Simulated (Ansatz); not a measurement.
# CdO5: a trial structure relaxed, part 2 of 2

Aim: relax a trial structure of CdO5 and see where it ends.

Ansatz 0.2.0; DFT PBE, scalar-relativistic, plane waves, PAW. The steps go on from the part before.

### Step 5. Another rough relaxation

The end of the coarse run is made exact in the group found at a tolerance of 0.06 Å and reduced to its primitive cell.

Input file input.yaml:

```yaml
crystal:
  lattice:
    - [0.0, 3.1343448969, 3.1343448969]
    - [3.1343448969, 0.0, 3.1343448969]
    - [3.1343448969, 3.1343448969, 0.0]
  atoms:
    - { symbol: Cd, position: [0.0, 0.0, 0.0] }
    - { symbol: O, position: [0.25, 0.25, 0.25], spin: 1.05 }
    - { symbol: O, position: [0.6232666641, 0.6232666641, 0.6232666641], spin: 1.05 }
    - { symbol: O, position: [0.1302000078, 0.6232666641, 0.6232666641], spin: 1.05 }
    - { symbol: O, position: [0.6232666641, 0.6232666641, 0.1302000078], spin: 1.05 }
    - { symbol: O, position: [0.6232666641, 0.1302000078, 0.6232666641], spin: 1.05 }
basis:
  ecutwfc: 420
kpoints:
  mp_grid: { grid: [6, 6, 6] }
hamiltonian:
  xc: pbe
scf:
  occupations: { method: gaussian, width: 0.1 }
  lower_state_search: "off"
output:
  forces: true
  stress: true
  eigenvalues: true
  populations: true
magnetization:
  spin_polarized: true
relax:
  adjacent_minimum: "off"
  f_tol: 0.04
  max_steps: 70
  cell: { stress_tol: 0.4 }
```

Command:

```sh
ansatz run input.yaml --threads 1 --pin off --max-ram 2560MiB --backend cpu --events-out ev --progress --plain --runs-dir out
```

What it wrote (excerpt; [...] marks lines left out):

```text
[...]
relax step   3: F+E_penalty+E_count = -11071.34570631 eV  Δ(F+E_penalty+E_count) = +4.937e-3 eV  max|allowed force component| = 5.644e-3 eV/Å  Δτ_max = 0.0000 Å  P = -0.079 GPa  Ω = 60.881 Å³  stress off target by 7.91e-2 GPa  SCF on the basis re-selected at this cell (its energy is not [...]
SCF converged after 6 iterations
Magnetization: 3.8177 μB (26.9089 up, 23.0911 down)
Absolute magnetization: 3.9873 μB (∫|ρ↑−ρ↓|, with the PAW one-centre terms)
Spin contamination: 0.0895 ħ² per cell (⟨S²⟩ above its minimum at these occupations)
Per-site moments (μB) at R_I (Å): [(-0.006546863312487083, 1.0692449789302012), (1.499520885113336, 1.0666769648746925), (0.5636589999152903, 0.8986937791974818), (0.5636589999152904, 0.8986937791974818), (0.563658999915291, 0.8986937791974818), (0.5636589999152907, 0.8986937791974818)]
[...]
    - [-8.387460057274226e-34, 3.122374795454574, 3.122374795454574]
    - [3.122374795454574, -2.2654501749381875e-33, 3.122374795454574]
    - [3.122374795454574, 3.122374795454574, -2.2419636944740594e-33]
  atoms:
    - { symbol: Cd, position: [2.8825890349837724e-21, -2.882582572635175e-21, 2.882589034983342e-21] }
    - { symbol: O, position: [0.25, 0.25, 0.25] }
    - { symbol: O, position: [0.6233467641760135, 0.6233467641760135, 0.6233467641760135] }
    - { symbol: O, position: [0.1299597074719594, 0.6233467641760135, 0.6233467641760135] }
    - { symbol: O, position: [0.6233467641760135, 0.6233467641760135, 0.1299597074719594] }
    - { symbol: O, position: [0.6233467641760135, 0.1299597074719594, 0.6233467641760135] }
--- Löwdin populations: 6 sites ---
  site symbol       q [e]    m [muB]
     0     Cd     18.4520    -0.0463
     1      O      6.3125     1.5566
     2      O      6.2767     0.5845
     3      O      6.2767     0.5845
     4      O      6.2767     0.5845
     5      O      6.2767     0.5845
  spilling = 0.002577 (of n_electrons = 50.000000)
```

It took 28 s on 1 thread of Intel Xeon at 2.70GHz, shared host; peak memory 0.39 GiB.

Per atom:

```tsv
atom	moment in the atom's sphere (μB)	Löwdin electrons
Cd1	-0.01	18.45
O2	1.50	6.31
O3	0.56	6.28
O4	0.56	6.28
O5	0.56	6.28
O6	0.56	6.28
```

### Step 6. Full relaxation

The end of the coarse run is made exact in the group found at a tolerance of 0.06 Å and reduced to its primitive cell.

Input file input.yaml:

```yaml
crystal:
  lattice:
    - [0.0, 3.1223747955, 3.1223747955]
    - [3.1223747955, 0.0, 3.1223747955]
    - [3.1223747955, 3.1223747955, 0.0]
  atoms:
    - { symbol: Cd, position: [0.0, 0.0, 0.0] }
    - { symbol: O, position: [0.75, 0.75, 0.75], spin: 0.83 }
    - { symbol: O, position: [0.3766532358, 0.8700402925, 0.3766532358], spin: 0.83 }
    - { symbol: O, position: [0.3766532358, 0.3766532358, 0.8700402925], spin: 0.83 }
    - { symbol: O, position: [0.3766532358, 0.3766532358, 0.3766532358], spin: 0.83 }
    - { symbol: O, position: [0.8700402925, 0.3766532358, 0.3766532358], spin: 0.83 }
basis:
  ecutwfc: 420
kpoints:
  mp_grid: { grid: [10, 10, 10] }
hamiltonian:
  xc: pbe
scf:
  occupations: { method: gaussian, width: 0.1 }
output:
  forces: true
  stress: true
  eigenvalues: true
  populations: true
magnetization:
  spin_polarized: true
relax:
  adjacent_minimum: "off"
  f_tol: 0.01
  max_steps: 80
  cell: { stress_tol: 0.05 }
```

Command:

```sh
ansatz run input.yaml --threads 1 --pin off --max-ram 2560MiB --backend cpu --events-out ev --progress --plain --runs-dir out
```

What it wrote (excerpt; [...] marks lines left out):

```text
Warning: RAYON_NUM_THREADS=1 ignored (pool sized by the plan → 1); use --threads N
[...]
Pseudopotentials: kind: paw
Pseudopotential: Cd, paw, valence charge 20, recommended cutoff 420 eV (normal), Cd.paw.azcp
Pseudopotential: O, paw, valence charge 6, recommended cutoff 420 eV (normal), O.paw.azcp
Functional definition: PBE
[...]
Crystal: 6 atoms, lattice volume = 60.881 Å³
Basis set: ecut = 420 eV, 1243 PW (Γ), exchange–correlation on 60×60×60 points (8 copies of the dense FFT grid, shifted against one another)
Bands: 34, of which v1, the nominal top of the filled ones, is band 25 counted from 1 (24 counted from 0)
Symmetry: 24 space group operations
Space group: F-43m (ITA 216), of the structure as read, at distance tolerance 3.9e-5 Å
Magnetic group: BNS 216.74 (UNI 1576), of the structure as read, at distance tolerance 3.9e-5 Å
k-points: 47 of 1000 (time reversal used)
[...]
  cell:  # Å, volume = 60.7375 Å³
    - [0.0, 3.119911801857516, 3.119911801857516]
    - [3.119911801857516, -3.10817694006631e-33, 3.119911801857516]
    - [3.119911801857516, 3.119911801857516, -3.0062694994083983e-33]
  atoms:
    - { symbol: Cd, position: [-2.3133263390000097e-17, -2.3128922935043957e-17, -2.3127476116725245e-17] }
    - { symbol: O, position: [0.7499999999999998, 0.7499999999999998, 0.7499999999999998] }
    - { symbol: O, position: [0.3766237382443772, 0.8701287852668681, 0.3766237382443772] }
    - { symbol: O, position: [0.3766237382443772, 0.3766237382443772, 0.8701287852668681] }
    - { symbol: O, position: [0.3766237382443772, 0.3766237382443772, 0.3766237382443772] }
    - { symbol: O, position: [0.8701287852668681, 0.3766237382443772, 0.3766237382443772] }
--- Löwdin populations: 6 sites ---
  site symbol       q [e]    m [muB]
     0     Cd     18.4506    -0.0446
     1      O      6.3171     1.5490
     2      O      6.2758     0.5952
     3      O      6.2758     0.5952
     4      O      6.2758     0.5952
     5      O      6.2758     0.5952
  spilling = 0.002582 (of n_electrons = 50.000000)
```

Run time: 65 s. Hardware: 1 thread of Intel Xeon at 2.70GHz, shared host; peak memory 0.49 GiB.

Relaxation path:

```csv
step,energy from step 1 (eV/cell),largest force component (eV/Å),pressure (GPa),volume (Å³)
1,0.0000,0.0037,-0.28,60.88
2,-0.0011,0.0030,0.01,60.74
3,-0.0003,0.0030,-0.02,60.74
```

Step 1 is the start. Step 3 repeats the geometry before it on a plane-wave basis chosen anew for that cell, so its energy need not be comparable with the rows above.

Lengths and angles in the start's conventional setting:

|  | before | after | change |
| --- | --- | --- | --- |
| a (Å) | 6.245 | 6.240 | -0.1 % |
| b (Å) | 6.245 | 6.240 | -0.1 % |
| c (Å) | 6.245 | 6.240 | -0.1 % |
| volume (Å³/atom) | 10.15 | 10.12 | -0.2 % |
| shortest distance (Å) | 2.179 | 2.177 | -0.1 % |
| space group (0.01 Å) | F-43m | F-43m | same |

The run keeps the 24 symmetry operations of the start, so it could not have lowered the symmetry.

Per atom:

```tsv
atom	moment in the atom's sphere (μB)	Löwdin electrons
Cd1	-0.01	18.45
O2	1.49	6.32
O3	0.57	6.28
O4	0.57	6.28
O5	0.57	6.28
O6	0.57	6.28
```

### Step 7. Results

The summary covers parts 1 to 2. Changes of volume or cell count from the first structure of part 1.

```
                                                              quantity                                                                      value
                                symmetry at the end (tolerance 0.05 Å)                                                space group F-43m (No. 216)
                                                     conventional cell  a = 6.240 Å, b = 6.240 Å, c = 6.240 Å, α = 90.00°, β = 90.00°, γ = 90.00°
                                                                volume                                                              10.12 Å³/atom
energy over the elements (uncorrected; H, N, O, F and Cl as molecules)                                                              +1.32 eV/atom
                                                       gap on the mesh                                                               none (metal)
                                                          total moment                                                               3.85 μB/cell
```

In words: The space group F-43m (No. 216) is kept, and the volume per atom shrinks by 12.7 % from the first guess. With a positive formation energy it can't be a ground state. No finished test with a distortion of lower symmetry is shown, so the end may be a saddle point. Other magnetic orders were not searched.
